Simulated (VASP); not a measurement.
Runs of VASP 6.6.1 on TiSe2. The cell holds a slab with vacuum, 6 atoms: a = 3.481 Å, b = 3.481 Å, c = 27.068 Å, α = 90.00°, β = 90.00°, γ = 120.00°. 

```csv
task,level,cell,k mesh,cutoff (eV),dipole correction,grid for exact exchange (PRECFOCK),screening parameter,gap on the mesh (eV),relaxed volume (Å³/atom),largest force (eV/Å),work function (eV)
band structure,PBE+D3(BJ),"P-3m1, 47.35 Å³/atom",6 × 6 × 1,520,yes,-,-,-,-,0.02,(a)
relaxation of cell and atoms,PBE,relaxed,12 × 12 × 1,600,-,-,-,none,49.17,0.01,-
relaxation of cell and atoms,PBE+D3(BJ),relaxed,12 × 12 × 1,600,-,-,-,none,47.35,-,-
band structure,HSE06,"P-3m1, 47.35 Å³/atom",6 × 6 × 1,520,yes,Fast,0.2 1/A,-,-,(b),5.18
```

Alike in all rows: potentials or basis VASP PAW PBE potentials, release 64 (Se, Ti_sv); no spin polarisation; smearing gaussian 0.03 eV.

Fill in the values left out.

(a) 5.33; (b) 0.44.

Caveats: without dispersion, layers of such crystals drift apart on relaxing, which shifts levels and gaps (some runs); volumes and pressures include the vacuum (some runs); the PAW data sets were made with another functional, which shifts forces and pressure a little (some runs).

A k mesh can miss the band edges, and the runs leave out spin-orbit coupling on Se.

A gap of «none» marks a metal or a gap under the smearing width.
